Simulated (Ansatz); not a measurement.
**WS2 (R3m): one cell, many starting occupations (series 2)**

Task: map the metastable states of WS2 (R3m) by varying the start. Cell and atoms stay fixed.

Program: Ansatz 0.2.0. Level of theory: DFT r²SCAN+U (U = 2.5 eV, J = 0.5 eV on W d), plane waves, PAW, no spin–orbit coupling unless a run says so. These are calculated values, not measurements.

## (1) The structure to begin with

The structure is trigonal, space group R3m (No. 160). Conventional cell: a = 3.158 Å, b = 3.158 Å, c = 18.490 Å, α = 90.00°, β = 90.00°, γ = 120.00°. W (site symmetry 3m) has 6 S at 2.39 to 2.42 Å as nearest neighbours. S (site symmetry 3m) has 3 W at 2.39 Å as nearest neighbours. S (site symmetry 3m) has 3 W at 2.42 Å as nearest neighbours.

As a file:

```xyz
3
Lattice="1.5790 0.9116 6.1633 -1.5790 0.9116 6.1633 0.0000 -1.8233 6.1633" Properties=species:S:1:pos:R:3 pbc="T T T"
W     0.0000    0.0000    0.0000
S     0.0000    0.0000   13.8730
S     0.0000    0.0000   10.7427
```

Magnetic order typed: ferromagnetic.

The runs: random orbitals: single harmonics, second filling; random orbitals: fully mixed, first filling; random orbitals: single harmonics, first filling; random orbitals: fully mixed, one electron fewer; random orbitals: drawn by pairs, first filling.

An earlier series on this cell reached its lowest free state from «from atoms, symmetry kept, no search», perhaps among other starts (it ended without moments).

## (2) Random orbitals: single harmonics, second filling

The input, input.yaml:

```yaml
crystal:
  lattice:
    - [1.57900017, 0.91163617, 6.16332915]
    - [-1.57900017, 0.91163617, 6.16332915]
    - [0.0, -1.82327234, 6.16332915]
  atoms:
    - { symbol: W, position: [0.0, 0.0, 0.0], spin: 0.3 }
    - { symbol: S, position: [0.7503, 0.7503, 0.7503] }
    - { symbol: S, position: [0.581, 0.581, 0.581] }
basis:
  ecutwfc: 500
  ecutrho_ratio: 4
kpoints:
  mp_grid: { grid: [7, 7, 7] }
hamiltonian:
  xc: r2scan
  hubbard:
    sites:
      - { site: 0, l: d, u: 2.5, j: 0.5, starting_ns: [{ spin: up, occupation_matrix: s0up }, { spin: down, occupation_matrix: s0down }] }
    occupation_matrices:
      s0up:
        matrix:
          - [0.02, 0.0, 0.0, 0.0, 0.0]
          - [0.0, 0.97, 0.0, 0.0, 0.0]
          - [0.0, 0.0, 0.02, 0.0, 0.0]
          - [0.0, 0.0, 0.0, 0.02, 0.0]
          - [0.0, 0.0, 0.0, 0.0, 0.02]
      s0down:
        matrix:
          - [0.02, 0.0, 0.0, 0.0, 0.0]
          - [0.0, 0.02, 0.0, 0.0, 0.0]
          - [0.0, 0.0, 0.97, 0.0, 0.0]
          - [0.0, 0.0, 0.0, 0.02, 0.0]
          - [0.0, 0.0, 0.0, 0.0, 0.02]
    ns_hold: { iters: 5 }
scf:
  occupations: { method: gaussian, width: 0.05 }
  lower_state_search: "off"
  max_iter: 150
output:
  forces: true
  stress: true
  eigenvalues: true
  populations: true
  hubbard: { sites: [{ site: 0, l: d }] }
magnetization:
  spin_polarized: true
```

The typed matrices put 0.97 on the chosen orbitals and 0.02 on the others, and are held for 5 cycles.

On the command line:

```
ansatz run input.yaml --threads 4 --pin off --max-ram 6144MiB --backend cpu --events-out ev --progress --plain --runs-dir out
```

Standard output, cut to the lines that bear on the results:

```text
Warning: crystal.symmetry: narrowed to the stabiliser of the occupation matrices — unitary ops 6 → 2; lowered by the specified shell (site 0, l: d); largest admitted image defect 8.9e-16, smallest excluded 7.1e-1 — at a splitting's scale: the group the occupation matrices' own texture admits
Warning: RAYON_NUM_THREADS=4 ignored (pool sized by the plan → 4); use --threads N
[...]
W: projections on atomic orbitals take those of the free atom [Kr 4d10 4f14] 5s2 5p6 5d4 6s2, of charge +0.00 (hamiltonian.pseudopotentials.projection_atoms); the dataset's partial waves leave at most 6.5e-5 of an orbital's norm unspanned inside its sphere
S: projections on atomic orbitals take those of the free atom [Ne] 3s2 3p4, of charge +0.00 (hamiltonian.pseudopotentials.projection_atoms); the dataset's partial waves leave at most 1.6e-7 of an orbital's norm unspanned inside its sphere
[...]
Pseudopotentials: kind: paw
Pseudopotential: W, paw, valence charge 14, recommended cutoff 500 eV (meta_gga), W.paw.azcp
Pseudopotential: S, paw, valence charge 6, recommended cutoff 500 eV (meta_gga), S.paw.azcp
Functional definition: r2SCAN
[...]
Crystal: 3 atoms, lattice volume = 53.232 Å³
Basis set: ecut = 500 eV, 1349 PW (Γ), FFT grids on a1−a3, a2−a3, a3, exchange–correlation on 96×96×192 points (64 copies of the dense FFT grid, shifted against one another)
Bands: 18, of which v1, the nominal top of the filled ones, is band 13 counted from 1 (12 counted from 0)
Symmetry: 2 space group operations
k-points: 100 of 343 (time reversal used)
[...]
Starting moments: Σ|m| = 0.3 μB on 1 of 3 sites
[...]
SCF iter   1: F=—  HF=-12206.908384 eV  |F-HF|=—  |Δ(HF+E_count)|=         —  Δρ=2.95e-2 (↑2.95e-2 ↓2.35e-2)  dr2=1.43e0  dr2_τ=2.66e-2  dr2_m=4.01e-2  M=0.000 μB ∫|m|=0.246 μB  β_m=0.30  ethr=3.10e-3  ⟨swp⟩=6.1  Hψ=21148  notcnv=0
[...]
WARN: the starting moments were not kept: the SCF closed with an absolute magnetisation of 8.5e-6 μB, where they sum to 0.3 μB in size (1 site). That is at most 0.1 of that sum. Measured as dr2_m measures the in/out step, that magnetisation stands 9.2e-12 eV from none, at or under the [...]
WARN: hamiltonian.hubbard: on 2 of 2 specified blocks the occupation matrix of this SCF's result fails the test of the specified filling. At site 0 ↑ (sites count from 0 in the list of atoms of the cell that this SCF solves) the least filled combination of the orbitals specified full has [...]
--- Specified on-site occupations, and those of the state reported ---
  electrons in the specified blocks: 2.1000 specified, 4.9241 found
  site 0 (l=d) ↓: largest change of an orbital's occupation 0.5465; electrons 1.0500 specified, 2.4620 found; spectral distance 0.9955
  site 0 (l=d) ↑: largest change of an orbital's occupation 0.5465; electrons 1.0500 specified, 2.4620 found; spectral distance 0.9955
--- Forces (eV/Å), atoms counted from 1 ---
  atom   1  W      0.00000000     0.00000054    -0.62347388
  atom   2  S      0.00000000     0.00000611     0.26480503
  atom   3  S      0.00000000    -0.00000110     0.35867025
[...]
--- Stress (GPa, compression-positive) ---
        3.138568      -0.000000       0.000000
       -0.000000       3.138567       0.000001
        0.000000       0.000001       1.885998
  P = ⅓ Tr σ = 2.7210 GPa (27.210 kbar)
--- Band table (eV; the first three rows and the last of 200) ---
  k-point 0 ↑: bands = ["-64.9465", "-28.5912", "-28.4210", "-28.4210", "-4.7838", "-2.7061", "3.6170", "7.8774", "7.8774", "9.2422", "9.2422", "9.9260", "10.2989", "14.0136", "14.0136", "14.2965", "14.2965", "16.8385"]
[...]
Occupation matrices written to <dir>
--- Löwdin populations: 3 sites ---
  site symbol       q [e]    m [muB]
     0      W     13.5117    -0.0000
     1      S      6.1184     0.0000
     2      S      6.1338     0.0000
  spilling = 0.009081 (of n_electrons = 26.000000)
--- Occupation matrices: 1 shell (run DFT+U table (all-electron-ortho-atomic); ε = 5.09e-4) ---
  W0 d_5D: site group C3v (3m)
  W0 d_5D up     Tr n = 2.4620  λ = 0.442 0.442 0.506 0.506 0.567  [2× yz 0.50 E(1.00) | 2× x2-y2 0.50 E(1.00) | z2 1.00 A1(1.00)]
  W0 d_5D dn     Tr n = 2.4620  λ = 0.442 0.442 0.506 0.506 0.567  [2× xz 0.50 E(1.00) | 2× xy 0.50 E(1.00) | z2 1.00 A1(1.00)]
  specified occupation → W0 d_5D up: matrix, ‖Δ‖_F = 1.1082, Tr Δ = -1.4120, displaced = 1.2343, d_λ = 0.9955; orbital distance = 1.4142
  specified occupation → W0 d_5D dn: matrix, ‖Δ‖_F = 1.1082, Tr Δ = -1.4120, displaced = 1.2343, d_λ = 0.9955; orbital distance = 1.4142
  Tr n, λ and their labels are of the run-group-symmetrised matrices; stabiliser: 12 of 12 elements of G0×{1,Θ} (closed), max defect 4.8e-6 at τ = 1.1e-4
```

Run time: 36 s. Hardware: 4 threads of Arm Neoverse V1, shared host; peak memory 0.74 GiB.

It ends with a gap on the mesh of 1.31 eV, pressure 2.7 GPa, no moment over 0.05 μB in any sphere, largest force component 0.62 eV/Å, 2 symmetry operations imposed. The program reports that the typed filling wasn't kept.

How the shells are filled (orbitals counted by the eigenvalues of the occupation matrices):

```csv
shell,channel,electrons,over 0.8,0.2 to 0.8,under 0.2
W 5d (atom 1),up,2.46,0,5,0
W 5d (atom 1),down,2.46,0,5,0
```

## (3) Random orbitals: fully mixed, first filling

input.yaml: that of step 2 with these lines changed.

```diff
@@ -6,3 +6,3 @@
   atoms:
-    - { symbol: W, position: [0.0, 0.0, 0.0], spin: 0.3 }
+    - { symbol: W, position: [0.0, 0.0, 0.0], spin: 2.0 }
     - { symbol: S, position: [0.7503, 0.7503, 0.7503] }
@@ -22,7 +22,7 @@
         matrix:
-          - [0.02, 0.0, 0.0, 0.0, 0.0]
-          - [0.0, 0.97, 0.0, 0.0, 0.0]
-          - [0.0, 0.0, 0.02, 0.0, 0.0]
-          - [0.0, 0.0, 0.0, 0.02, 0.0]
-          - [0.0, 0.0, 0.0, 0.0, 0.02]
+          - [0.6959, -0.33251, 0.03801, 0.05298, -0.26542]
+          - [-0.33251, 0.44393, -0.2531, 0.05536, -0.2129]
+          - [0.03801, -0.2531, 0.23318, -0.07033, 0.29432]
+          - [0.05298, 0.05536, -0.07033, 0.04962, -0.12822]
+          - [-0.26542, -0.2129, 0.29432, -0.12822, 0.57737]
       s0down:
@@ -31,3 +31,3 @@
           - [0.0, 0.02, 0.0, 0.0, 0.0]
-          - [0.0, 0.0, 0.97, 0.0, 0.0]
+          - [0.0, 0.0, 0.02, 0.0, 0.0]
           - [0.0, 0.0, 0.0, 0.02, 0.0]
```

The typed matrices are held for 5 cycles.

On the command line:

```
ansatz run input.yaml --threads 4 --pin off --max-ram 6144MiB --backend cpu --events-out ev --progress --plain --runs-dir out
```

Standard output, cut to the lines that bear on the results:

```text
Warning: crystal.symmetry: narrowed to the stabiliser of the occupation matrices — unitary ops 6 → 1; lowered by the specified shell (site 0, l: d); largest admitted image defect 2.2e-16, smallest excluded 2.8e-1 — at a splitting's scale: the group the occupation matrices' own texture admits
Warning: RAYON_NUM_THREADS=4 ignored (pool sized by the plan → 4); use --threads N
[...]
W: projections on atomic orbitals take those of the free atom [Kr 4d10 4f14] 5s2 5p6 5d4 6s2, of charge +0.00 (hamiltonian.pseudopotentials.projection_atoms); the dataset's partial waves leave at most 6.5e-5 of an orbital's norm unspanned inside its sphere
S: projections on atomic orbitals take those of the free atom [Ne] 3s2 3p4, of charge +0.00 (hamiltonian.pseudopotentials.projection_atoms); the dataset's partial waves leave at most 1.6e-7 of an orbital's norm unspanned inside its sphere
[...]
[... 4 set-up lines as earlier in the session ...]
[...]
Crystal: 3 atoms, lattice volume = 53.232 Å³
[...]
WARN: the starting moments were not kept: the SCF closed with an absolute magnetisation of 1.1e-5 μB, where they sum to 2 μB in size (1 site). That is at most 0.1 of that sum. Measured as dr2_m measures the in/out step, that magnetisation stands 3.2e-11 eV from none, at or under the [...]
WARN: hamiltonian.hubbard: on 2 of 2 specified blocks the occupation matrix of this SCF's result fails the test of the specified filling. At site 0 ↑ (sites count from 0 in the list of atoms of the cell that this SCF solves) the least filled combination of the orbitals specified full has [...]
--- Stress (GPa, compression-positive) ---
        3.138590       0.000002      -0.000001
        0.000002       3.138587       0.000001
       -0.000001       0.000001       1.885998
  P = ⅓ Tr σ = 2.7211 GPa (27.211 kbar)
--- Band table (eV; the first three rows and the last of 344) ---
  k-point 0 ↑: bands = ["-64.9465", "-28.5912", "-28.4210", "-28.4210", "-4.7838", "-2.7061", "3.6170", "7.8774", "7.8774", "9.2422", "9.2422", "9.9260", "10.2989", "14.0136", "14.0136", "14.2965", "14.2965", "16.8385"]
[...]
Occupation matrices written to <dir>
--- Löwdin populations: 3 sites ---
  site symbol       q [e]    m [muB]
     0      W     13.5117    -0.0000
     1      S      6.1184    -0.0000
     2      S      6.1338     0.0000
  spilling = 0.009081 (of n_electrons = 26.000000)
--- Occupation matrices: 1 shell (run DFT+U table (all-electron-ortho-atomic); ε = 6.49e-4) ---
  W0 d_5D: site group C3v (3m)
  W0 d_5D up     Tr n = 2.4620  λ = 0.442 0.442 0.506 0.506 0.567  [2× xz 0.50 E(1.00) | 2× xy 0.50 E(1.00) | z2 1.00 A1(1.00)]
  W0 d_5D dn     Tr n = 2.4620  λ = 0.442 0.442 0.506 0.506 0.567  [2× yz 0.50 E(1.00) | 2× x2-y2 0.50 E(1.00) | z2 1.00 A1(1.00)]
  specified occupation → W0 d_5D up: matrix, ‖Δ‖_F = 1.0410, Tr Δ = -0.4620, displaced = 1.1614, d_λ = 0.9848; orbital distance = 1.2029
  specified occupation → W0 d_5D dn: matrix, ‖Δ‖_F = 1.0615, Tr Δ = -2.3620, displaced = 1.1810, d_λ = 1.0615; orbital distance = 0.0000
  Tr n, λ and their labels are of the run-group-symmetrised matrices; stabiliser: 12 of 12 elements of G0×{1,Θ} (closed), max defect 1.2e-5 at τ = 1.4e-4
```

It took 55 s on 4 threads of Arm Neoverse V1, shared host; peak memory 0.93 GiB.

It ends with a gap on the mesh of 1.31 eV, pressure 2.7 GPa, no moment over 0.05 μB in any sphere, largest force component 0.62 eV/Å, 1 symmetry operation imposed. The program reports that the typed filling wasn't kept.

How the shells are filled (orbitals counted by the eigenvalues of the occupation matrices):

```csv
shell,channel,electrons,over 0.8,0.2 to 0.8,under 0.2
W 5d (atom 1),up,2.46,0,5,0
W 5d (atom 1),down,2.46,0,5,0
```

## (4) Random orbitals: single harmonics, first filling

input.yaml: that of step 3 with these lines changed.

```diff
@@ -22,7 +22,7 @@
         matrix:
-          - [0.6959, -0.33251, 0.03801, 0.05298, -0.26542]
-          - [-0.33251, 0.44393, -0.2531, 0.05536, -0.2129]
-          - [0.03801, -0.2531, 0.23318, -0.07033, 0.29432]
-          - [0.05298, 0.05536, -0.07033, 0.04962, -0.12822]
-          - [-0.26542, -0.2129, 0.29432, -0.12822, 0.57737]
+          - [0.02, 0.0, 0.0, 0.0, 0.0]
+          - [0.0, 0.97, 0.0, 0.0, 0.0]
+          - [0.0, 0.0, 0.97, 0.0, 0.0]
+          - [0.0, 0.0, 0.0, 0.02, 0.0]
+          - [0.0, 0.0, 0.0, 0.0, 0.02]
       s0down:
@@ -34,3 +34,3 @@
           - [0.0, 0.0, 0.0, 0.0, 0.02]
-    ns_hold: { iters: 5 }
+    ns_hold: { iters: 12 }
 scf:
```

The typed matrices put 0.97 on the chosen orbitals and 0.02 on the others, and are held for 12 cycles.

On the command line:

```
ansatz run input.yaml --threads 4 --pin off --max-ram 6144MiB --backend cpu --events-out ev --progress --plain --runs-dir out
```

Standard output, cut to the lines that bear on the results:

```text
Warning: RAYON_NUM_THREADS=4 ignored (pool sized by the plan → 4); use --threads N
[...]
W: projections on atomic orbitals take those of the free atom [Kr 4d10 4f14] 5s2 5p6 5d4 6s2, of charge +0.00 (hamiltonian.pseudopotentials.projection_atoms); the dataset's partial waves leave at most 6.5e-5 of an orbital's norm unspanned inside its sphere
S: projections on atomic orbitals take those of the free atom [Ne] 3s2 3p4, of charge +0.00 (hamiltonian.pseudopotentials.projection_atoms); the dataset's partial waves leave at most 1.6e-7 of an orbital's norm unspanned inside its sphere
[...]
[... 4 set-up lines as earlier in the session ...]
[...]
Crystal: 3 atoms, lattice volume = 53.232 Å³
Basis set: ecut = 500 eV, 1349 PW (Γ), FFT grids on a1−a3, a2−a3, a3, exchange–correlation on 96×96×192 points (64 copies of the dense FFT grid, shifted against one another)
Bands: 18, of which v1, the nominal top of the filled ones, is band 13 counted from 1 (12 counted from 0)
[...]
WARN: the starting moments were not kept: the SCF closed with an absolute magnetisation of 5.0e-6 μB, where they sum to 2 μB in size (1 site). That is at most 0.1 of that sum. Measured as dr2_m measures the in/out step, that magnetisation stands 4.1e-12 eV from none, at or under the [...]
WARN: hamiltonian.hubbard: on 2 of 2 specified blocks the occupation matrix of this SCF's result fails the test of the specified filling. At site 0 ↑ (sites count from 0 in the list of atoms of the cell that this SCF solves) the least filled combination of the orbitals specified full has [...]
  P = ⅓ Tr σ = 2.7210 GPa (27.210 kbar)
--- Band table (eV; the first three rows and the last of 88) ---
  k-point 0 ↑: bands = ["-64.9465", "-28.5912", "-28.4210", "-28.4210", "-4.7838", "-2.7061", "3.6170", "7.8774", "7.8774", "9.2422", "9.2422", "9.9260", "10.2989", "14.0136", "14.0136", "14.2965", "14.2965", "16.8385"]
[...]
Occupation matrices written to <dir>
--- Löwdin populations: 3 sites ---
  site symbol       q [e]    m [muB]
     0      W     13.5117     0.0000
     1      S      6.1184    -0.0000
     2      S      6.1338    -0.0000
  spilling = 0.009081 (of n_electrons = 26.000000)
--- Occupation matrices: 1 shell (run DFT+U table (all-electron-ortho-atomic); ε = 2.82e-4) ---
  W0 d_5D: site group C3v (3m)
  W0 d_5D up     Tr n = 2.4620  λ = 0.442 0.442 0.506 0.506 0.567  [2× xz 0.50 E(1.00) | 2× x2-y2 0.50 E(1.00) | z2 1.00 A1(1.00)]
  W0 d_5D dn     Tr n = 2.4620  λ = 0.442 0.442 0.506 0.506 0.567  [2× xz 0.50 E(1.00) | 2× x2-y2 0.50 E(1.00) | z2 1.00 A1(1.00)]
  specified occupation → W0 d_5D up: matrix, ‖Δ‖_F = 1.1530, Tr Δ = -0.4620, displaced = 1.2876, d_λ = 0.9848; orbital distance = 1.8706
  specified occupation → W0 d_5D dn: matrix, ‖Δ‖_F = 1.0615, Tr Δ = -2.3620, displaced = 1.1810, d_λ = 1.0615; orbital distance = 0.0000
  Tr n, λ and their labels are of the run-group-symmetrised matrices; stabiliser: 12 of 12 elements of G0×{1,Θ} (closed), max defect 3.6e-6 at τ = 6.0e-5
```

Wall time 26 s (4 threads of Arm Neoverse V1, shared host); peak memory 0.6 GiB.

It ends with a gap on the mesh of 1.31 eV, pressure 2.7 GPa, no moment over 0.05 μB in any sphere, largest force component 0.62 eV/Å, 6 symmetry operations imposed. The program reports that the typed filling wasn't kept.

The shells' filling, with natural orbitals sorted by occupation:

```csv
shell,channel,electrons,over 0.8,0.2 to 0.8,under 0.2
W 5d (atom 1),up,2.46,0,5,0
W 5d (atom 1),down,2.46,0,5,0
```

## (5) Random orbitals: fully mixed, one electron fewer

input.yaml: that of step 4 with these lines changed.

```diff
@@ -6,3 +6,3 @@
   atoms:
-    - { symbol: W, position: [0.0, 0.0, 0.0], spin: 2.0 }
+    - { symbol: W, position: [0.0, 0.0, 0.0], spin: 1.0 }
     - { symbol: S, position: [0.7503, 0.7503, 0.7503] }
@@ -22,7 +22,7 @@
         matrix:
-          - [0.02, 0.0, 0.0, 0.0, 0.0]
-          - [0.0, 0.97, 0.0, 0.0, 0.0]
-          - [0.0, 0.0, 0.97, 0.0, 0.0]
-          - [0.0, 0.0, 0.0, 0.02, 0.0]
-          - [0.0, 0.0, 0.0, 0.0, 0.02]
+          - [0.31876, 0.03734, 0.24007, 0.00533, -0.36811]
+          - [0.03734, 0.02467, 0.03001, 0.00067, -0.04601]
+          - [0.24007, 0.03001, 0.21292, 0.00429, -0.2958]
+          - [0.00533, 0.00067, 0.00429, 0.0201, -0.00657]
+          - [-0.36811, -0.04601, -0.2958, -0.00657, 0.47356]
       s0down:
```

The typed matrices are held for 12 cycles.

On the command line:

```
ansatz run input.yaml --threads 4 --pin off --max-ram 6144MiB --backend cpu --events-out ev --progress --plain --runs-dir out
```

Standard output, cut to the lines that bear on the results:

```text
Warning: crystal.symmetry: narrowed to the stabiliser of the occupation matrices — unitary ops 6 → 1; lowered by the specified shell (site 0, l: d); largest admitted image defect 2.2e-16, smallest excluded 3.5e-1 — at a splitting's scale: the group the occupation matrices' own texture admits
Warning: RAYON_NUM_THREADS=4 ignored (pool sized by the plan → 4); use --threads N
[...]
W: projections on atomic orbitals take those of the free atom [Kr 4d10 4f14] 5s2 5p6 5d4 6s2, of charge +0.00 (hamiltonian.pseudopotentials.projection_atoms); the dataset's partial waves leave at most 6.5e-5 of an orbital's norm unspanned inside its sphere
S: projections on atomic orbitals take those of the free atom [Ne] 3s2 3p4, of charge +0.00 (hamiltonian.pseudopotentials.projection_atoms); the dataset's partial waves leave at most 1.6e-7 of an orbital's norm unspanned inside its sphere
[...]
[... 4 set-up lines as earlier in the session ...]
[...]
Crystal: 3 atoms, lattice volume = 53.232 Å³
[...]
WARN: the starting moments were not kept: the SCF closed with an absolute magnetisation of 1.2e-5 μB, where they sum to 1 μB in size (1 site). That is at most 0.1 of that sum. Measured as dr2_m measures the in/out step, that magnetisation stands 2.2e-11 eV from none, at or under the [...]
WARN: hamiltonian.hubbard: on 2 of 2 specified blocks the occupation matrix of this SCF's result fails the test of the specified filling. At site 0 ↑ (sites count from 0 in the list of atoms of the cell that this SCF solves) the least filled combination of the orbitals specified full has [...]
--- Stress (GPa, compression-positive) ---
        3.138564      -0.000003      -0.000001
       -0.000003       3.138563       0.000000
       -0.000001       0.000000       1.885991
  P = ⅓ Tr σ = 2.7210 GPa (27.210 kbar)
--- Band table (eV; the first three rows and the last of 344) ---
  k-point 0 ↑: bands = ["-64.9465", "-28.5912", "-28.4210", "-28.4210", "-4.7838", "-2.7061", "3.6170", "7.8774", "7.8774", "9.2422", "9.2422", "9.9260", "10.2990", "14.0136", "14.0136", "14.2965", "14.2965", "16.8385"]
[...]
Occupation matrices written to <dir>
--- Löwdin populations: 3 sites ---
  site symbol       q [e]    m [muB]
     0      W     13.5117    -0.0000
     1      S      6.1184     0.0000
     2      S      6.1338     0.0000
  spilling = 0.009081 (of n_electrons = 26.000000)
--- Occupation matrices: 1 shell (run DFT+U table (all-electron-ortho-atomic); ε = 6.83e-4) ---
  W0 d_5D: site group C3v (3m)
  W0 d_5D up     Tr n = 2.4620  λ = 0.442 0.442 0.506 0.506 0.567  [2× yz 0.50 E(1.00) | 2× x2-y2 0.50 E(1.00) | z2 1.00 A1(1.00)]
  W0 d_5D dn     Tr n = 2.4620  λ = 0.442 0.442 0.506 0.506 0.567  [2× xz 0.50 E(1.00) | 2× xy 0.50 E(1.00) | z2 1.00 A1(1.00)]
  specified occupation → W0 d_5D up: matrix, ‖Δ‖_F = 1.0464, Tr Δ = -1.4120, displaced = 1.1663, d_λ = 0.9955; orbital distance = 1.1709
  specified occupation → W0 d_5D dn: matrix, ‖Δ‖_F = 1.0615, Tr Δ = -2.3620, displaced = 1.1810, d_λ = 1.0615; orbital distance = 0.0000
  Tr n, λ and their labels are of the run-group-symmetrised matrices; stabiliser: 12 of 12 elements of G0×{1,Θ} (closed), max defect 7.5e-6 at τ = 1.4e-4
```

Wall time 87 s (4 threads of Arm Neoverse V1, shared host); peak memory 0.93 GiB.

It ends with a gap on the mesh of 1.31 eV, pressure 2.7 GPa, no moment over 0.05 μB in any sphere, largest force component 0.62 eV/Å, 1 symmetry operation imposed. The program reports that the typed filling wasn't kept.

The shells' filling, with natural orbitals sorted by occupation:

```csv
shell,channel,electrons,over 0.8,0.2 to 0.8,under 0.2
W 5d (atom 1),up,2.46,0,5,0
W 5d (atom 1),down,2.46,0,5,0
```

(Part 1 of 2 ends here.)
